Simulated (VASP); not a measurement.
# Fe2O3 (Hematite) (R-3c) in VASP: further runs

One crystal, Fe2O3 (Hematite), is run at these levels: PBE+U; tasks: single point, relaxation of cell and atoms.

All numbers are computed with VASP 6.6.1; they aren't measurements. Logs are shortened: lines on timing, memory, paths and dates and some standing lists are left out, and cuts for length are marked.

### 1 The structure

The structure is trigonal, space group R-3c (No. 167). Conventional cell: a = 5.038 Å, b = 5.038 Å, c = 13.772 Å, α = 90.00°, β = 90.00°, γ = 120.00°. Fe (site symmetry 3) is surrounded by 6 O at 1.95 to 2.12 Å. O (site symmetry 2) has 4 Fe at 1.95 to 2.12 Å as nearest neighbours.

### 2 Single point, PBE+U, collinear spin, ferromagnetic start

Contents of INCAR:

```
ALGO = Normal ; AMIX = 0.2
AMIX_MAG = 0.8 ; BMIX = 1E-4
BMIX_MAG = 1E-4 ; EDIFF = 1E-6
ENCUT = 600 ; GGA = PE
ISIF = 2 ; ISMEAR = 0
ISPIN = 2 ; KPAR = 4
LASPH = True ; LCHARG = False
LDAU = True ; LDAUJ = 0 0
LDAUL = 2 -1 ; LDAUPRINT = 1
LDAUTYPE = 2 ; LDAUU = 4 0
LMAXMIX = 4 ; LORBIT = 11
LREAL = False ; LWAVE = False
MAGMOM = 5 5 5 5 0 0 0 0 0 0 ; NBANDS = 49
NELM = 150 ; PREC = Accurate
SIGMA = 0.03
```

Contents of KPOINTS:

```
k-points
0
Gamma
  9 9 7
```

Contents of POSCAR:

```
Fe2O3
1.0
    2.5190000000      1.4543453300      4.5906666700
   -2.5190000000      1.4543453300      4.5906666700
    0.0000000000     -2.9086906600      4.5906666700
Fe O
4 6
Direct
    0.3553000000      0.3553000000      0.3553000000
    0.1447000000      0.1447000000      0.1447000000
    0.6447000000      0.6447000000      0.6447000000
    0.8553000000      0.8553000000      0.8553000000
    0.5559000000      0.9441000000      0.2500000000
    0.2500000000      0.5559000000      0.9441000000
    0.9441000000      0.2500000000      0.5559000000
    0.4441000000      0.0559000000      0.7500000000
    0.7500000000      0.4441000000      0.0559000000
    0.0559000000      0.7500000000      0.4441000000
```

Potentials or basis: VASP PAW PBE potentials, release 64 (Fe, O).

Run with:

```sh
> cat potpaw_PBE.64/Fe/POTCAR potpaw_PBE.64/O/POTCAR > POTCAR
> mpirun -np 4 vasp_std > vasp.out
```

OUTCAR:

```text
AMIX = 0.2
   AMIX_MAG = 0.8
   EDIFF = 1E-6
   ENCUT = 600
   GGA = PE
   ISIF = 2
   ISMEAR = 0
   ISPIN = 2
   LASPH = True
   LORBIT = 11
   LREAL = False
   NELM = 150
   PREC = Accurate

 ion  position               nearest neighbor table
   1  0.355  0.355  0.355-  10 1.95   8 1.95   9 1.95   5 2.12   6 2.12   7 2.12   2 2.90   3 2.97
                             3 2.97   3 2.97
   2  0.145  0.145  0.145-   9 1.95   8 1.95  10 1.95   5 2.12   7 2.12   6 2.12   1 2.90   4 2.97
                             4 2.97   4 2.97
   3  0.645  0.645  0.645-   7 1.95   5 1.95   6 1.95   8 2.12   9 2.12  10 2.12   4 2.90   1 2.97
                             1 2.97   1 2.97
   4  0.855  0.855  0.855-   6 1.95   5 1.95   7 1.95   8 2.12  10 2.12   9 2.12   3 2.90   2 2.97
                             2 2.97   2 2.97
   5  0.556  0.944  0.250-   3 1.95   4 1.95   1 2.12   2 2.12
   6  0.250  0.556  0.944-   4 1.95   3 1.95   1 2.12   2 2.12
   7  0.944  0.250  0.556-   3 1.95   4 1.95   2 2.12   1 2.12
   8  0.444  0.056  0.750-   1 1.95   2 1.95   3 2.12   4 2.12
   9  0.750  0.444  0.056-   2 1.95   1 1.95   3 2.12   4 2.12
  10  0.056  0.750  0.444-   1 1.95   2 1.95   4 2.12   3 2.12

  LATTYP: Found a trigonal (rhomboedric) cell.
 ALAT       =     5.4345838676
 COS(alpha) =     0.5703114898

  Lattice vectors:

 A1 = (   2.5190000000,   1.4543453300,   4.5906666700)
 A2 = (  -2.5190000000,   1.4543453300,   4.5906666700)
 A3 = (   0.0000000000,  -2.9086906600,   4.5906666700)

Analysis of symmetry for initial positions (statically):
=====================================================================
 Subroutine PRICEL returns:
 Original cell was already a primitive cell.

 Routine SETGRP: Setting up the symmetry group for a
 trigonal (rhombohedral) supercell.

 Subroutine GETGRP returns: Found 12 space group operations
 (whereof  6 operations were pure point group operations)
 out of a pool of 12 trial point group operations.

The static configuration has the point symmetry S_6 .
 The point group associated with its full space group is D_3d.

Analysis of symmetry for dynamics (positions and initial velocities):
=====================================================================
 Subroutine PRICEL returns:
 Original cell was already a primitive cell.

 Routine SETGRP: Setting up the symmetry group for a
 trigonal (rhombohedral) supercell.

 Subroutine GETGRP returns: Found 12 space group operations
 (whereof  6 operations were pure point group operations)
 out of a pool of 12 trial point group operations.

The dynamic configuration has the point symmetry S_6 .
 The point group associated with its full space group is D_3d.

Analysis of structural, dynamic, and magnetic symmetry:
=====================================================================
 Subroutine PRICEL returns:
 Original cell was already a primitive cell.

 Routine SETGRP: Setting up the symmetry group for a
 trigonal (rhombohedral) supercell.

 Subroutine GETGRP returns: Found 12 space group operations
 (whereof  6 operations were pure point group operations)
 out of a pool of 12 trial point group operations.

The overall configuration has the point symmetry S_6 .
 The point group associated with its full space group is D_3d.

 Subroutine INISYM returns: Found 12 space group operations
 (whereof  6 operations are pure point group operations),
 and found     1 'primitive' translations

----------------------------------------------------------------------------------------

                                     Primitive cell

  volume of cell :     100.9073

  direct lattice vectors                    reciprocal lattice vectors
     2.519000000  1.454345330  4.590666670     0.198491465  0.114599101  0.072611095
    -2.519000000  1.454345330  4.590666670    -0.198491465  0.114599101  0.072611095
     0.000000000 -2.908690660  4.590666670     0.000000000 -0.229198201  0.072611095

  length of vectors
     5.434583868  5.434583868  5.434583869     0.240425012  0.240425012  0.240425012

  position of ions in fractional coordinates (direct lattice)
     0.355300000  0.355300000  0.355300000
     0.144700000  0.144700000  0.144700000
     0.644700000  0.644700000  0.644700000
     0.855300000  0.855300000  0.855300000
     0.555900000  0.944100000  0.250000000
     0.250000000  0.555900000  0.944100000
     0.944100000  0.250000000  0.555900000
     0.444100000  0.055900000  0.750000000
[... 106 lines left out ...]
   LASPH  =      T    aspherical Exc in radial PAW
   ENCUT  =  600.0 eV  44.10 Ry    6.64 a.u.  10.85 10.85 10.85*2*pi/ulx,y,z
   NELM   =    150;   NELMIN=  2; NELMDL= -5     # of ELM steps
   EDIFF  = 0.1E-05   stopping-criterion for ELM
   LREAL  =      F    real-space projection
   EDIFFG = 0.1E-04   stopping-criterion for IOM
   NSW    =      0    number of steps for IOM
   IBRION =     -1    ionic relax: 0-MD 1-quasi-New 2-CG
   NFREE  =      0    steps in history (QN), initial steepest desc. (CG)
   ISIF   =      2    stress and relaxation
   ISYM   =      2    0-nonsym 1-usesym 2-fastsym
   POTIM  = 0.5000    time-step for ionic-motion
   TEBEG  =    0.0;   TEEND  =   0.0 temperature during run
   PSTRESS=    0.0 pullay stress
   NELECT =      68.0000    total number of electrons
   NUPDOWN=      -1.0000    fix difference up-down
   EMIN   =  10.00;   EMAX   =-10.00  energy-range for DOS
   EFERMI =   0.00;   METHOD = LEGACY
   ISMEAR =     0;   SIGMA  =   0.03  broadening in eV -4-tet -1-fermi 0-gaus
   EFERMI_NEDOS =   21; number of points for ismear=-14 and -15
   IALGO  =     38    algorithm
   IMIX   =      4    mixing-type and parameters
     AMIX     =   0.20;   BMIX     =  0.00
     AMIX_MAG =   0.80;   BMIX_MAG =  0.00
  volume/ion in A,a.u.               =      10.09        68.10
  Fermi-wavevector in a.u.,A,eV,Ry     =   1.435281  2.712288 28.028426  2.060031
  Thomas-Fermi vector in A             =   2.554597
   LORBIT       =     11    0 simple, 1 ext, 2 COOP (PROOUT), +10 PAW based schemes
 LDA+U is selected, type is set to LDAUTYPE =  2
   angular momentum for each species LDAUL =     2   -1
   U (eV)           for each species LDAUU =   4.0  0.0
   J (eV)           for each species LDAUJ =   0.0  0.0
   GGA     = PE    functional components
   LHFCALC =     F    Hartree Fock is set to
   AEXX    =    0.0000 exact exchange contribution
   IVDW    =     0    specifies the selected vdW correction
   LEPSILON=     F    determine dielectric tensor
   LRPA    =     F    only Hartree local field effects (RPA)
 spin polarized calculation
 Gauss-broadening in eV      SIGMA  =   0.03
  energy-cutoff  :      600.00
  volume of cell :      100.91
 maximum number of plane-waves:      3390
 NGX is ok and might be reduce to    48
   NGX = 21   NGY = 21   NGZ = 21

atom =   1  type =  1  l = 2

 onsite density matrix

spin component  1
[... 116 lines left out ...]
  o =  0.0702  v =  0.0000  0.0000  0.0000  0.0000  0.0000 -0.1593  0.0000 -0.0000 -0.6030  0.7817      0.0000  0.0000  0.0000  0.0000  0.0000  0.0000  0.0000  0.0000  0.0000  0.0000
  o =  0.0702  v =  0.0000  0.0000  0.0000  0.0000  0.0000  0.7817  0.6030 -0.0000  0.0000  0.1593      0.0000  0.0000  0.0000  0.0000  0.0000  0.0000  0.0000  0.0000  0.0000  0.0000
  o =  0.0831  v =  0.0000  0.0000  0.0000  0.0000  0.0000  0.0000  0.0000  1.0000 -0.0000  0.0000      0.0000  0.0000  0.0000  0.0000  0.0000  0.0000  0.0000  0.0000  0.0000  0.0000
  o =  0.2793  v =  0.0000  0.0000  0.0000  0.0000  0.0000  0.1204  0.0000 -0.0000 -0.7977 -0.5909      0.0000  0.0000  0.0000  0.0000  0.0000  0.0000  0.0000  0.0000  0.0000  0.0000
  o =  0.2793  v =  0.0000  0.0000  0.0000  0.0000  0.0000 -0.5909  0.7977 -0.0000  0.0000 -0.1204      0.0000  0.0000  0.0000  0.0000  0.0000  0.0000  0.0000  0.0000  0.0000  0.0000
  o =  0.9825  v = -0.1144  0.0000 -0.0000 -0.6315  0.7669  0.0000  0.0000  0.0000  0.0000  0.0000      0.0000  0.0000  0.0000  0.0000  0.0000  0.0000  0.0000  0.0000  0.0000  0.0000
  o =  0.9825  v = -0.7669 -0.6315  0.0000 -0.0000 -0.1144  0.0000  0.0000  0.0000  0.0000  0.0000      0.0000  0.0000  0.0000  0.0000  0.0000  0.0000  0.0000  0.0000  0.0000  0.0000
  o =  0.9842  v = -0.0000 -0.0000 -1.0000  0.0000 -0.0000  0.0000  0.0000  0.0000  0.0000  0.0000      0.0000  0.0000  0.0000  0.0000  0.0000  0.0000  0.0000  0.0000  0.0000  0.0000
  o =  1.0536  v =  0.0932  0.0000 -0.0000 -0.7754 -0.6246  0.0000  0.0000  0.0000  0.0000  0.0000      0.0000  0.0000  0.0000  0.0000  0.0000  0.0000  0.0000  0.0000  0.0000  0.0000
  o =  1.0536  v = -0.6246  0.7754 -0.0000  0.0000 -0.0932  0.0000  0.0000  0.0000  0.0000  0.0000      0.0000  0.0000  0.0000  0.0000  0.0000  0.0000  0.0000  0.0000  0.0000  0.0000

 number of electron      68.0000009 magnetization      19.9994837

 Free energy of the ion-electron system (eV)
  ---------------------------------------------------
  ext. energy  EPLUGINS =         0.00000000
  ---------------------------------------------------
  free energy    TOTEN  =       -67.42195166 eV

  energy without entropy =      -67.42195166  energy(sigma->0) =      -67.42195166

 E-fermi :   4.0538     XC(G=0): -11.5821

 val. band max:        3.9226982834   @ k =   0.0000   0.0000   0.0000
 cond. band min:       4.9355879166   @ k =  -0.3333   0.0000   0.2857
 fundamental gap:      1.0128896332
 Fermi energy:         4.0538456763

 spin component 1

 k-point     1 :       0.0000    0.0000    0.0000
  band No.  band energies     occupation
      1     -15.3486      1.00000
      2     -13.9019      1.00000
      3     -13.9019      1.00000
      4     -13.8039      1.00000
      5     -13.7566      1.00000
      6     -13.7566      1.00000
[... 2345 lines left out ...]
     45      12.5910      0.00000
     46      13.7232      0.00000

 [... further k-points ...]

 [bands above 46 left out]

------------------------ aborting loop because EDIFF is reached ----------------------------------------

  FORCE on cell =-STRESS in cart. coord.  units (eV):
  Direction    XX          YY          ZZ          XY          YZ          ZX
  --------------------------------------------------------------------------------------
  -------------------------------------------------------------------------------------
  Total        6.3542971      6.3542971      3.8566995      0.0000000      0.0000000      0.0000000
  in kB      100.8916860    100.8916863     61.2355563      0.0000000      0.0000000      0.0000000
  external PRESSURE =      87.6729762 kB  Pullay stress =       0.0000000 kB

 VOLUME and BASIS-vectors are now :
 -----------------------------------------------------------------------------
  energy-cutoff  :      600.00
  volume of cell :      100.91
      direct lattice vectors                 reciprocal lattice vectors
     2.519000000  1.454345330  4.590666670     0.198491465  0.114599101  0.072611095
    -2.519000000  1.454345330  4.590666670    -0.198491465  0.114599101  0.072611095
     0.000000000 -2.908690660  4.590666670     0.000000000 -0.229198201  0.072611095

 POSITION                                       TOTAL-FORCE (eV/Angst)
 -----------------------------------------------------------------------------------
      0.00000      0.00000      4.89319        -0.000000      0.000000     -0.319887
      0.00000      0.00000      1.99281        -0.000000     -0.000000      0.319887
      0.00000      0.00000      8.87881        -0.000000      0.000000      0.319887
      0.00000      0.00000     11.77919        -0.000000      0.000000     -0.319887
     -0.97788      1.45435      8.03367        -0.149795      0.000000     -0.000000
     -0.77056     -1.57404      8.03367         0.074897     -0.129726     -0.000000
      1.74844      0.11969      8.03367         0.074897      0.129726     -0.000000
      0.97788     -1.45435      5.73833         0.149795     -0.000000      0.000000
      0.77056      1.57404      5.73833        -0.074897      0.129726     -0.000000
     -1.74844     -0.11969      5.73833        -0.074897     -0.129726     -0.000000
 -----------------------------------------------------------------------------------
    total drift:                               -0.000000      0.000000      0.000000

  FREE ENERGIE OF THE ION-ELECTRON SYSTEM (eV)
  ---------------------------------------------------
  free  energy   TOTEN  =       -67.4219516590 eV

  energy  without entropy=      -67.4219516590  energy(sigma->0) =      -67.42195166

 total charge

# of ion       s       p       d       tot
------------------------------------------
    1        0.385   0.557   5.811   6.753
    2        0.385   0.557   5.811   6.753
    3        0.385   0.557   5.811   6.753
    4        0.385   0.557   5.811   6.753
    5        1.556   3.497   0.000   5.053
    6        1.556   3.497   0.000   5.053
    7        1.556   3.497   0.000   5.053
    8        1.556   3.497   0.000   5.053
    9        1.556   3.497   0.000   5.053
   10        1.556   3.497   0.000   5.053
--------------------------------------------------
tot         10.876  23.207  23.246  57.329

 magnetization (x)

# of ion       s       p       d       tot
------------------------------------------
    1        0.027   0.045   4.268   4.339
    2        0.027   0.045   4.268   4.339
    3        0.027   0.045   4.268   4.339
    4        0.027   0.045   4.268   4.339
    5        0.022   0.349   0.000   0.371
    6        0.022   0.349   0.000   0.371
    7        0.022   0.349   0.000   0.371
    8        0.022   0.349   0.000   0.371
    9        0.022   0.349   0.000   0.371
   10        0.022   0.349   0.000   0.371
--------------------------------------------------
tot          0.238   2.275  17.071  19.584
```

It took 11 min on 4 MPI ranks of Intel Xeon Platinum 8559C (Emerald Rapids), shared host; peak memory 1.3 GiB.

What came out:

* Free energy: -67.4220 eV
* Pressure: 8.8 GPa
* Largest force: 0.320 eV/Å
* Band gap on the k mesh: 1.01 eV, indirect (least direct gap 1.27 eV)
* Net moment: 20.00 μB per cell
* Site moments: Fe +4.34; O +0.37 μB
* Valence electrons inside the program's atomic spheres: Fe 6.75; O 5.05

Forces on the atoms (eV/Å):
```
Fe   0.000  0.000 -0.320
Fe   0.000  0.000  0.320
Fe   0.000  0.000  0.320
Fe   0.000  0.000 -0.320
O   -0.150  0.000  0.000
O    0.075 -0.130  0.000
O    0.075  0.130  0.000
O    0.150  0.000  0.000
O   -0.075  0.130  0.000
O   -0.075 -0.130  0.000
```

Stress tensor (GPa, compression positive):
```
10.09  0.00  0.00
 0.00 10.09  0.00
 0.00  0.00  6.12
```

Eigenvalues of the final occupation matrices:
```csv
site,spin,trace,eigenvalues
site 1 d,1,5.06,0.98 0.98 0.98 1.05 1.05
site 1 d,2,0.78,0.07 0.07 0.08 0.28 0.28
site 2 d,1,5.06,0.98 0.98 0.98 1.05 1.05
site 2 d,2,0.78,0.07 0.07 0.08 0.28 0.28
site 3 d,1,5.06,0.98 0.98 0.98 1.05 1.05
site 3 d,2,0.78,0.07 0.07 0.08 0.28 0.28
site 4 d,1,5.06,0.98 0.98 0.98 1.05 1.05
site 4 d,2,0.78,0.07 0.07 0.08 0.28 0.28
```

Caveat: an odd mesh through Γ misses points on the zone boundary, where band edges often lie; only a ferromagnetic start was run, and an antiferromagnetic order may lie lower in energy. The state reached can hang on the start; a lower one may exist.

(Continued in part 2 of 2.)
